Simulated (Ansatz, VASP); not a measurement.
# One calculation of Hg, two programs

```
Hg
1.0
    -2.06969    2.06969    1.71215
     2.06969   -2.06969    1.71215
     2.06969    2.06969   -1.71215
Hg
1
Direct
  0.00000 0.00000 0.00000
```

Change from the starting cell: strain +0.000 along x and y, -0.050 along z, atoms carried along.

Alike in both runs: task single point; functional PBE; dispersion D3(BJ); k mesh 18 × 18 × 18; occupations gaussian, width 0.15 eV; no spin polarisation.

|  | VASP | Ansatz |
| --- | --- | --- |
| version | VASP 6.6.1 | Ansatz 0.2.0 |
| potentials or method | VASP PAW PBE potentials, release 64 (Hg) | scalar-relativistic, plane waves, PAW |
| plane-wave cutoff (eV) | 520 | 420 |
| valence electrons in the cell | 12 | 20 |

|  | VASP | Ansatz | Ansatz less VASP |
| --- | --- | --- | --- |
| gap on the k mesh at the Fermi level (eV) | none | none | - |
| pressure (GPa) | -1.7 | -1.8 | -0.09 |
| largest component of the traceless stress (GPa) | 0.59 | 0.58 | -0.015 |

A gap of «none» marks a metal or a gap that the smearing closes. The two sets of potentials don't hold the same shells in valence.

Caveats: pairwise dispersion overbinds metals, which lowers pressure and volume. The runs have no spin-orbit coupling, so splittings on Hg are missing.
